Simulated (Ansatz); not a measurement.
# TiAl (P-6m2) in Ansatz: settings compared

The runs below take TiAl through single point, with PBEsol, PBE.

All numbers are computed with Ansatz 0.2.0; they aren't measurements. Logs are shortened: lines on timing, memory, paths and dates and some standing lists are left out, and cuts for length are marked.

## 1. The crystal as given

It takes space group P-6m2 (No. 187, hexagonal). Conventional cell: a = 2.867 Å, b = 2.867 Å, c = 4.678 Å, α = 90.00°, β = 90.00°, γ = 120.00°. Ti (site symmetry -6m2) has 6 Al at 2.87 Å and 6 Ti at 2.87 Å as nearest neighbours. Around Al (site symmetry -6m2) lie 6 Ti at 2.87 Å and 6 Al at 2.87 Å.

The cell comes from a database or a generator and needn't be the stable form of this composition.

## 2. Single point, PBEsol

The input, input.yaml:

```yaml
crystal:
  lattice:
    - [2.8672622327, 0.0, 0.0]
    - [-1.4336311163, 2.4831219328, 0.0]
    - [0.0, 0.0, 4.678083]
  atoms:
    - { symbol: Ti, position: [0.0, 0.0, 0.0] }
    - { symbol: Al, position: [0.3333333333, 0.6666666667, 0.5] }
kpoints:
  mp_grid: { grid: [11, 11, 6] }
scf:
  occupations: { method: gaussian, width: 0.05 }
hamiltonian:
  xc: pbesol
  pseudopotentials: { kind: all_electron, lapw: { basis_error: 0.001 } }
output:
  forces: true
  stress: true
  eigenvalues: true
```

Potentials or basis: all-electron LAPW, scalar-relativistic.

Command:

```bash
$ ansatz run input.yaml --threads 1 --pin off --max-ram 3072MiB --backend cpu --events-out ev --progress --plain --runs-dir out
```

Log:

```text
Warning: RAYON_NUM_THREADS=1 ignored (pool sized by the plan → 1); use --threads N
LAPW: plane waves up to 7.682 Å⁻¹, error target 1.0e-3 eV per atom; small_component_spin mean_spin; Al in spheres of 1.432 Å, 11 of its electrons in bands, Dirac shells []; Ti in spheres of 1.434 Å, 12 of its electrons in bands, Dirac shells [] (how accurate: hamiltonian.pseudopotentials.lapw.basis_error, Limitations)
Engine: ansatz 0.2.0, x86_64-unknown-linux-gnu
Pseudopotentials: kind: all_electron
Pseudopotential: Ti, LAPW, valence charge 12, lapw/all_electron/scalar/gaussian/Ti, Koelling and Harmon's equation, gaussian nucleus
Pseudopotential: Al, LAPW, valence charge 11, lapw/all_electron/scalar/gaussian/Al, Koelling and Harmon's equation, gaussian nucleus
Functional definition: PBEsol
  exchange = pbesol_x
  correlation = pbesol_c
Crystal: 2 atoms, lattice volume = 33.307 Å³
Basis set: ecut = 224.82284295312942 eV, 251 PW (Γ), exchange–correlation at level 2
Bands: 16, of which v1, the nominal top of the filled ones, is band 12 counted from 1 (11 counted from 0)
Symmetry: 12 space group operations
Space group: P-6m2 (ITA 187), of the structure as read, at distance tolerance 3.2e-5 Å
k-points: 64 of 726 (time reversal used)
Non-local potential: Ti, projectors of the file, none
Non-local potential: Al, projectors of the file, none
Initial density: superposition of atomic densities (chi_scale 0.1, normalization cell, long waves kept (reshape's long-wave potential 0.00 eV rms))
Initial wavefunctions: plane waves of lowest kinetic energy (no species holds an atomic orbital)
Functional: x = pbesol(κ = 0.804, μ = 0.12345679012345678), c = pbesol(β = 0.046)
iter 1 solved again at ethr=1.89e-3 eV; its pass at ethr=1.00e-1 eV (dr2=4.35e-1 eV) is discarded
SCF iter   1: F=—  HF=-29802.921076 eV  |F-HF|=—  |Δ(HF+E_count)|=         —  Δρ=2.45e-2  dr2=4.36e-1  ethr=1.89e-3  ⟨swp⟩=2.2  Hψ=7093  notcnv=0
preconditioner: auto → none  [metal: Δε(μ)=0.013 eV  Ē_g=5.256 eV  σ=0.050 eV  W_gap=0.15  n_scr=8 (ndim 8)  ℏωp=17.0 eV  f_vac=0.000  D(μ)=2.93/eV (n_scr^D=34)  sad-step TF]
SCF iter   2: F=—  HF=-29802.767344 eV  |F-HF|=—  |Δ(HF+E_count)|=   1.54e-1  Δρ=1.93e-2  dr2=5.45e-1  ethr=1.89e-3  ⟨swp⟩=2.0  Hψ=3203  notcnv=0
SCF iter   3: F=—  HF=-29802.890870 eV  |F-HF|=—  |Δ(HF+E_count)|=   1.24e-1  Δρ=2.66e-2  dr2=9.67e-1  ethr=1.89e-3  ⟨swp⟩=3.0  Hψ=3616  notcnv=0  recentre
iter 4 solved again at ethr=3.82e-5 eV; its pass at ethr=1.89e-3 eV (dr2=8.79e-3 eV) is discarded
SCF iter   4: F=—  HF=-29802.646296 eV  |F-HF|=—  |Δ(HF+E_count)|=   2.45e-1  Δρ=4.51e-3  dr2=8.73e-3  ethr=3.82e-5  ⟨swp⟩=2.1  Hψ=5309  notcnv=0
SCF iter   5: F=—  HF=-29802.644210 eV  |F-HF|=—  |Δ(HF+E_count)|=         —  Δρ=5.02e-4  dr2=9.37e-5  ethr=3.80e-5  ⟨swp⟩=2.0  Hψ=2920  notcnv=0
the basis was enlarged: its passes take 202.3 KiB over the memory plan, 1 of 1 planned eigensolver slots
SCF iter   6: F=—  HF=-29802.644047 eV  |F-HF|=—  |Δ(HF+E_count)|=   1.63e-4  Δρ=1.97e-4  dr2=2.06e-5  ethr=4.07e-7  ⟨swp⟩=2.9  Hψ=3012  notcnv=0
SCF iter   7: F=—  HF=-29802.644040 eV  |F-HF|=—  |Δ(HF+E_count)|=   6.83e-6  Δρ=5.55e-5  dr2=3.25e-6  ethr=8.96e-8  ⟨swp⟩=2.5  Hψ=2952  notcnv=0
SCF iter   8: F=-29802.644039 eV  HF=-29802.644039 eV  |F-HF|=5.63e-8  |Δ(HF+E_count)|=   1.02e-6  Δρ=9.12e-6  dr2=7.65e-8  ethr=1.41e-8  ⟨swp⟩=2.0  Hψ=2918  notcnv=0
SCF 1 converged in 8 iterations: F = -29802.644039 eV  dr2 = 7.65e-8
SCF converged after 8 iterations
Free energy (F): -29802.644039 eV
Harris-Foulkes:  -29802.644039 eV  (|F-HF|=5.63e-8)
Internal energy: -29802.639712 eV  (E = F + TS)
E sigma→0 (E₀):  -29802.641876 eV
Entropy (-TS):   -0.004327 eV (-2.163 meV/atom)
Fermi energy:    11.465417 eV
--- Per-component energies (eV) ---
  E_band       = -647.596290
  E_kinetic    = 30033.695171
  E_xc         = -1615.614461
  E_electrostatic = -58220.720423  (all electrons and nuclei)
  E_smearing   = -0.004327  (= −TS)
  E_closure    = 0.000000  (closes the sum)
  E_atoms      = -29790.843840  (free atoms, spherical and without spin; not in F)
  Σ components = -29802.644039   (vs F -29802.644039, Δ=0.00e0)
  Basis errors (estimates in eV, not in F): energy 7.9e-5 per atom: plane waves 4.2e-5 (3.2e-5 summed), levels above the bands 0.0e0, relativity 5.5e-9, radial functions 3.7e-5, core shells 3.2e-8; eigenvalues (radial functions only) 1.3e-6; not estimated: angular momenta, meshes, grids; target (lapw.basis_error) 1.0e-3; muffin-tin radii Al 1.432 Å, Ti 1.434 Å
--- Forces (eV/Å), atoms counted from 1 ---
  atom   1  Ti    -0.00000000     0.00000000     0.00000000
  atom   2  Al     0.00000000    -0.00000000    -0.00000000
  max |Σ_I F_I| component: 2.78e-17 eV/Å
--- Stress (GPa, compression-positive) ---
       -2.496057      -0.000000       0.000000
       -0.000000      -2.496057       0.000000
        0.000000       0.000000      -3.805200
  P = ⅓ Tr σ = -2.9324 GPa (-29.324 kbar)
--- Band table (eV; the first three rows and the last of 64) ---
  k-point 0: bands = ["-90.5861", "-52.2746", "-52.2746", "-52.2241", "-44.7667", "-21.1994", "-20.7782", "-20.7782", "2.5942", "9.1921", "9.6810", "12.7718", "12.7718", "14.2646", "14.2646", "15.4103"]
  k-point 1: bands = ["-90.5861", "-52.2746", "-52.2746", "-52.2241", "-44.7667", "-21.2006", "-20.7782", "-20.7782", "2.7646", "8.0768", "10.4455", "12.7750", "12.7750", "14.2458", "14.2458", "15.9793"]
  k-point 2: bands = ["-90.5861", "-52.2746", "-52.2746", "-52.2242", "-44.7666", "-21.2029", "-20.7782", "-20.7782", "3.1941", "6.8249", "10.9279", "12.7814", "12.7814", "14.2086", "14.2086", "17.3377"]
  k-point 63: bands = ["-90.5841", "-52.2879", "-52.2847", "-52.2220", "-44.6582", "-21.2383", "-21.1237", "-21.0949", "9.0030", "9.7752", "10.7675", "11.1884", "11.5072", "12.7273", "14.7590", "16.1085"]
```

Wall time 13 s (1 thread of Intel Xeon at 2.70GHz, shared host); peak memory 0.31 GiB.

What came out:

```
Free energy            : -29802.6440 eV
Pressure               : -2.9 GPa
Band gap on the k mesh : none (metal or under the smearing width)
```

## 3. Single point, PBE

input.yaml, as its differences from that of step 2:

```diff
@@ -13,3 +13,3 @@
 hamiltonian:
-  xc: pbesol
+  xc: pbe
   pseudopotentials: { kind: all_electron, lapw: { basis_error: 0.001 } }
```

Potentials or basis: all-electron LAPW, scalar-relativistic.

Command:

```bash
$ ansatz run input.yaml --threads 1 --pin off --max-ram 3072MiB --backend cpu --events-out ev --progress --plain --runs-dir out
```

Run time: 16 s. Hardware: 1 thread of Intel Xeon at 2.70GHz, shared host; peak memory 0.31 GiB.

The run converged. Its results:

| Property | Result |
| --- | --- |
| Free energy | -29841.3532 eV |
| Pressure | 0.2 GPa |
| Band gap on the k mesh | none (metal or under the smearing width) |

Stress tensor (GPa, compression positive):
```
 0.69  0.00  0.00
 0.00  0.69  0.00
 0.00  0.00 -0.86
```

Levels at points of the mesh, in eV from the Fermi level:
```csv
k point,band 9,band 10,band 11,band 12,band 13,band 14
"(0.00, 0.00, 0.00)",-8.88,-2.26,-1.80,1.30,1.30,2.80
"(0.00, 0.00, -0.50)",-7.99,-5.23,-0.40,1.32,1.32,2.73
```
